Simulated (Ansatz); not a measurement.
Input:

Relaxed ZnTe (zinc blende):

```
ZnTe
1.0
    0.00000     3.08955     3.08955
    3.08955     0.00000     3.08955
    3.08955     3.08955     0.00000
Te Zn
1 1
Cartesian
  4.63432   4.63432   4.63432
  0.00000   0.00000   0.00000
```

In each cell atom 2 (Zn, nearest neighbour Te at 2.676 Å; its periodic images, 4.4 Å or more away, move with it) moves by s·(0.707, 0.707, 0.000) (along Cartesian [110]), the rest being held.

These are PBE (plane waves to 420 eV, PAW, scalar-relativistic; Ansatz, a first-principles code) values and carry that method's errors. k mesh 8×8×8 (Γ-centred), Fermi-Dirac smearing 0.05 eV. Energies are smeared free energies. Spin-orbit coupling is left out, though Te is heavy. ZnTe was relaxed with its symmetry unable to fall. The zero of ΔE is the undisplaced structure.

The scan covers s from -0.270 to 0.270 Å in 11 points.

**Question.** Is the energy the same for equal positive and negative displacements?

**Answer.** Even: the same for both signs. With its periodic images moving along, the atom's site symmetry in this cell is -43m.

**Question.** What is the force constant k = d²E/ds² of this move at s = 0?

**Answer.** 4.50 eV/Å².

(A displaced cell: forces are minus the slopes of the energy, force constants its curvatures, and phonons follow from these.)
